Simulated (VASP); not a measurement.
**Si: single point with PBE+D3(BJ)**

Si:

```xyz
1
Lattice="0.0000 1.8800 1.9740 1.8800 0.0000 1.9740 1.8800 1.8800 0.0000" Properties=species:S:1:pos:R:3 pbc="T T T"
Si    0.0000    0.0000    0.0000
```

This isn't the form of Si at room conditions, which is diamond.

```
Program             : VASP 6.6.1
Task                : single point
Functional          : PBE
Dispersion          : D3(BJ)
Potentials or basis : VASP PAW PBE potentials, release 64 (Si)
Cutoff              : 520 eV
k mesh              : 24 × 24 × 24
Occupations         : gaussian, width 0.15 eV
Spin                : no spin polarisation
```

```
Pressure                   : -2.0 GPa
Band gap on the k mesh     : none (metal or under the smearing width)
Dispersion energy per atom : -0.445 eV
```

Stress tensor (GPa, compression positive):
```
-2.12  0.00  0.00
 0.00 -2.12  0.00
 0.00  0.00 -1.64
```

Levels at points of the mesh, in eV from the Fermi level:
| k point | band 1 | band 2 | band 3 | band 4 | band 5 | band 6 | band 7 |
| --- | --- | --- | --- | --- | --- | --- | --- |
| (0.00, 0.00, 0.00) | -14.82 | 11.55 | 11.55 | 11.59 | 11.63 | 12.29 | 12.29 |
| (0.50, 0.00, 0.00) | -7.74 | -7.21 | 8.18 | 9.50 | 10.22 | 11.54 | 13.83 |
| (0.50, 0.50, 0.00) | -6.01 | -5.34 | 3.92 | 3.92 | 4.69 | 7.75 | 25.34 |
| (0.50, 0.00, 0.50) | -5.33 | -4.16 | 2.74 | 3.22 | 4.15 | 6.64 | 24.87 |

Wall time 93 s on 1 thread of Intel(R) Xeon(R) Platinum 8375C CPU @ 2.90GHz (Ice Lake) (shared host), peak memory 0.21 GiB.

Caveat: pairwise dispersion overbinds metals, which lowers pressure and volume.
